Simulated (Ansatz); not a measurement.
# How far is this GdN from the hull?

All numbers below come from DFT PBE, scalar-relativistic, plane waves, PAW (Ansatz). Settings: cutoff 420 eV, Γ-centred meshes spaced at most about 0.3 Å⁻¹, and about 0.25 Å⁻¹ or finer for metals (2π included), Gaussian smearing. Spin is collinear.

The zero of energy is the elements' standard structures at the same level (N₂ as a molecule); no fitted shifts are applied.

Temperature and zero-point effects are left out. The 4f shell of Gd is treated without a Hubbard U, which places its levels poorly. Another magnetic order may lie lower.

The competitors are the elements and 1 reference phase of this chemical system (from databases or known types: GdN), relaxed at the same level; other known phases may be missing.

The candidate was reached from: MgO type (P6_3/mmc).

```cif
data_structure
_symmetry_space_group_name_H-M 'P6_3/mmc'
_symmetry_Int_Tables_number 194
_cell_length_a 4.0816
_cell_length_b 4.0816
_cell_length_c 5.0154
_cell_angle_alpha 90.000
_cell_angle_beta 90.000
_cell_angle_gamma 120.000
_cell_volume 72.36
loop_
_atom_site_label
_atom_site_type_symbol
_atom_site_symmetry_multiplicity
_atom_site_Wyckoff_symbol
_atom_site_fract_x
_atom_site_fract_y
_atom_site_fract_z
_atom_site_occupancy
Gd1 Gd 2 d 0.66667 0.33333 0.25000 1
N1 N 2 c 0.66667 0.33333 0.75000 1
```

Question: Is it stable, and against what?

Answer: Not the lowest form: another structure of the same formula lies lower. Its formation energy is -1.477 eV/atom. The lowest competing phase at this composition is this:

```csv
phase,space group,source,share of atoms,ΔE_f (eV/atom)
GdN,Fm-3m (No. 225),COD,1.0000,-1.556
```

The candidate lies 79 meV/atom above this phase (80 meV/atom from unrounded values). The candidate matches no cell in the subsets of the Crystallography Open Database and the Materials Project at hand. Checks: imaginary modes on a 2×2×1 q mesh (to 103i cm⁻¹). So it is a saddle point, neither stable nor metastable. It carries opposed moments near 6.8 μB on the magnetic atoms; signs in the order of the file + − 0 0.
